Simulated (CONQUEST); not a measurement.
## BeTe under changes of volume

One of the cells (21.254 Å³/atom); the others are scaled copies at fixed shape and fractional positions:

```
Te Be
1.0
     3.91737    0.00000    0.00000
     0.00000    3.91737    0.00000
     0.00000    0.00000    5.54000
Te Be
2 2
Direct
  0.00000 0.50000 0.25000
  0.50000 0.00000 0.75000
  0.00000 0.00000 0.00000
  0.50000 0.50000 0.50000
```

- Program: CONQUEST 1.3
- Functional: PBE
- Potentials or basis: PseudoDojo NC PBE, DZP, grid of 40 × 40 × 60 points
- k mesh: 7 × 7 × 5
- Occupations: fermi-dirac, width 0.05 eV
- Spin: no spin polarisation

| volume (Å³/atom) | energy over the lowest point (meV/atom) | pressure (GPa) | gap on the mesh (eV) |
| --- | --- | --- | --- |
| 19.979 | 85.61 | 10.6 | 1.76 |
| 20.404 | ? | ? | ? |
| 20.829 | 39.99 | 6.8 | 1.88 |
| 21.254 | 24.09 | 5.2 | 1.93 |
| 21.679 | 12.21 | 3.7 | 1.98 |
| 22.104 | 4.17 | 2.3 | 2.03 |
| 22.529 | 0.00 | 1.0 | 2.08 |

Problem. What does the run at 20.404 Å³/atom give?

Solution. Energy over the lowest point 60.13 meV/atom; pressure 8.6 GPa; gap on the mesh 1.82 eV.

Worked out: A Birch-Murnaghan fit of order 3 (a polynomial in V^(-2/3)) to the other rows has its minimum at 22.85 Å³/atom, just outside them, with B0 = V·E''(V) = 67 GPa (rough, since the energies scatter). It gives 60.47 meV/atom at 20.404 Å³/atom, against the run's 60.13, and -dE/dV = 8.6 GPa, against 8.6. A straight line through the other rows of the gap, of slope 2.64 eV per unit of ln V, gives 1.82 eV, against the run's 1.82.

Energies are extrapolated to zero smearing.

Caveats: spin-orbit coupling is left out, which moves the levels of the heavy elements; an odd mesh through Γ misses points on the zone boundary, where band edges often lie; the basis of atomic orbitals isn't converged, which shifts pressures, moduli and gaps; the real-space grid breaks the cell's symmetry a little (some runs).
